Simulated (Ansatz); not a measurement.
# Li: computed properties

Computed with Ansatz, DFT r2SCAN, scalar-relativistic, plane waves, PAW.

Cutoff 500 eV; k points 16×16×16 on the computed 1-atom cell (Γ-centred); Gaussian smearing, width 0.10 eV; no spin polarisation.

The structure is relaxed at this level of theory with its symmetry kept. This fcc form isn't the element's structure at ambient conditions.

```
CELL_PARAMETERS angstrom
0.00000 2.18820 2.18820
2.18820 0.00000 2.18820
2.18820 2.18820 0.00000
ATOMIC_POSITIONS crystal
Li 0.00000 0.00000 0.00000
```

| Item | Value |
| --- | --- |
| Space group | Fm-3m (No. 225) |
| Volume per atom | 20.96 Å³ |
| Formation energy from the elements' standard states (uncorrected) | -0.003 eV/atom |
| Generalised Kohn–Sham band gap | none (metal) |
| Density of states at the Fermi level | 0.50 states/eV per cell |
| Bulk modulus | 13.0 GPa |
| Its pressure derivative | 3.3 |